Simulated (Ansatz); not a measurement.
# CdTe: a strain scan

Aim: for CdTe, see how energy and stress answer to the strain pattern (0, 0, 1, 0, 0, 0).

The COD entry's cell or inner coordinates are ideal or old and differ from later refinements, so a difference from it is no clean test against experiment.

Computed with Ansatz 0.2.0 (DFT PBE, scalar-relativistic, plane waves, PAW, unless a step's input says otherwise).

## Step 1: Starting point

Symmetry: F-43m, No. 216, cubic system. Conventional cell: a = 6.410 Å, b = 6.410 Å, c = 6.410 Å, α = 90.00°, β = 90.00°, γ = 90.00°. Cd (site symmetry -43m) is surrounded by 4 Te at 2.78 Å. Te (site symmetry -43m) has 4 Cd at 2.78 Å in its first shell of neighbours.

Structure file:

```
CELL_PARAMETERS angstrom
0.00000 3.20500 3.20500
3.20500 0.00000 3.20500
3.20500 3.20500 0.00000
ATOMIC_POSITIONS crystal
Cd 0.00000 0.00000 0.00000
Te 0.75000 0.75000 0.75000
```

No relaxation comes first: the listed cell is the starting point.

## Step 2: Zero of energy

The reference gives a free energy of -15235.2587 eV, pressure 4.24 GPa, largest force 0.000 eV/Å and gap on the mesh 0.87 eV. It was computed beforehand with the settings of the runs below.

## Step 3: The scan: a strain scan

The cell is strained by ε times the Voigt pattern (0, 0, 1, 0, 0, 0) (xx, yy, zz, yz, xz, xy; engineering shear), with fractional coordinates fixed (clamped ions). The stress on the pattern is the sum of the stress components weighted by it, tension positive.

## Step 4: Point ε = -0.0600

input.yaml reads:

```yaml
crystal:
  lattice:
    - [0.0, 3.205, 3.0127]
    - [3.205, 0.0, 3.0127]
    - [3.205, 3.205, 0.0]
  atoms:
    - { symbol: Cd, position: [0.0, 0.0, 0.0] }
    - { symbol: Te, position: [0.75, 0.75, 0.75] }
basis:
  ecutwfc: 420
kpoints:
  mp_grid: { grid: [8, 8, 8] }
hamiltonian:
  xc: pbe
scf:
  occupations: { method: gaussian, width: 0.05 }
output:
  forces: true
  stress: true
  eigenvalues: true
```

Run with:

```
ansatz run input.yaml --threads 1 --pin off --max-ram 2560MiB --backend cpu --events-out ev --progress --plain --runs-dir out
```

## Step 5: At ε = 0.0450

Edit input.yaml of step 4 so:

```diff
@@ -2,4 +2,4 @@
   lattice:
-    - [0.0, 3.205, 3.0127]
-    - [3.205, 0.0, 3.0127]
+    - [0.0, 3.205, 3.349225]
+    - [3.205, 0.0, 3.349225]
     - [3.205, 3.205, 0.0]
```

## Step 6: ε = -0.0300

Edit input.yaml of step 5 so:

```diff
@@ -2,4 +2,4 @@
   lattice:
-    - [0.0, 3.205, 3.349225]
-    - [3.205, 0.0, 3.349225]
+    - [0.0, 3.205, 3.10885]
+    - [3.205, 0.0, 3.10885]
     - [3.205, 3.205, 0.0]
```

## Step 7: Point ε = 0.0150

Edit input.yaml of step 6 so:

```diff
@@ -2,4 +2,4 @@
   lattice:
-    - [0.0, 3.205, 3.10885]
-    - [3.205, 0.0, 3.10885]
+    - [0.0, 3.205, 3.253075]
+    - [3.205, 0.0, 3.253075]
     - [3.205, 3.205, 0.0]
```

## Step 8: Point ε = 0.0600

Edit input.yaml of step 7 so:

```diff
@@ -2,4 +2,4 @@
   lattice:
-    - [0.0, 3.205, 3.253075]
-    - [3.205, 0.0, 3.253075]
+    - [0.0, 3.205, 3.3973]
+    - [3.205, 0.0, 3.3973]
     - [3.205, 3.205, 0.0]
```

## Step 9: ε = -0.0450

Edit input.yaml of step 8 so:

```diff
@@ -2,4 +2,4 @@
   lattice:
-    - [0.0, 3.205, 3.3973]
-    - [3.205, 0.0, 3.3973]
+    - [0.0, 3.205, 3.060775]
+    - [3.205, 0.0, 3.060775]
     - [3.205, 3.205, 0.0]
```

## Step 10: ε = 0.0300

Edit input.yaml of step 9 so:

```diff
@@ -2,4 +2,4 @@
   lattice:
-    - [0.0, 3.205, 3.060775]
-    - [3.205, 0.0, 3.060775]
+    - [0.0, 3.205, 3.30115]
+    - [3.205, 0.0, 3.30115]
     - [3.205, 3.205, 0.0]
```

## Step 11: Point ε = -0.0150

Edit input.yaml of step 10 so:

```diff
@@ -2,4 +2,4 @@
   lattice:
-    - [0.0, 3.205, 3.30115]
-    - [3.205, 0.0, 3.30115]
+    - [0.0, 3.205, 3.156925]
+    - [3.205, 0.0, 3.156925]
     - [3.205, 3.205, 0.0]
```

## Step 12: ε = 0.0525

Edit input.yaml of step 11 so:

```diff
@@ -2,4 +2,4 @@
   lattice:
-    - [0.0, 3.205, 3.156925]
-    - [3.205, 0.0, 3.156925]
+    - [0.0, 3.205, 3.3732625]
+    - [3.205, 0.0, 3.3732625]
     - [3.205, 3.205, 0.0]
```

(Steps that only read results are left out.)

Q: Predict the outcome of this session. Wanted: slope of the stress at ε = 0, over ±0.0150.

As calculated:

| quantity | value |
| --- | --- |
| slope of the stress at ε = 0, over ±0.0150 | 63 GPa |

From the stress slope, C33 is about 63 GPa with the ions clamped; letting the atoms relax could not make it stiffer. The reference stands under 4.2 GPa, so this is no zero-stress constant. The undisturbed cell is not the lowest point: the energy is 30.0 meV/atom lower at ε = 0.0600; the cell was taken as given and not relaxed at this level. Compression costs more than tension: 76.6 against -30.0 meV/atom at the ends. The gap on the mesh stays between 0.62 and 0.93 eV. Spin-orbit coupling is left out, which matters for the bands of Te.
